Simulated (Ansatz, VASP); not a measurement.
**TePb: programs and potentials compared**

The starting cell:

```
CELL_PARAMETERS angstrom
0.00000 3.23100 3.23100
3.23100 0.00000 3.23100
3.23100 3.23100 0.00000
ATOMIC_POSITIONS crystal
Pb 0.00000 0.00000 0.00000
Te 0.50000 0.50000 0.50000
```

Alike in all runs: task relaxation of cell and atoms; functional BLYP; k mesh 7 × 7 × 7; occupations fermi-dirac, width 0.05 eV; no spin polarisation; no spin-orbit coupling.

```
                        program and potentials  plane-wave cutoff (eV)                                                                                          notes  equilibrium volume (Å³/atom)
                            Ansatz, Ansatz PAW                     420  potentials made for PBE, which Ansatz adapts in part; 15 valence electrons an atom on average                         38.21
          VASP, PBE PAW files Pb_d, Te, 600 eV                     600                               potentials made for PBE; 10 valence electrons an atom on average                         38.29
Ansatz, all-electron LAPW, scalar-relativistic                       -                                                                                              -                         38.21
```

The equilibrium volume spans 38.21 (Ansatz, all-electron LAPW, scalar-relativistic) to 38.29 Å³/atom (VASP, PBE PAW files Pb_d, Te, 600 eV), with all-electron results at 38.21. Some sets were made for another functional than the one run, which can shift their rows. Relaxations stop with a little pressure left, so the last digit of a volume isn't settled.

The functional is the same throughout but for its coding, so the spread measures potentials, basis and numerics; runs on potential files found faulty are left out.
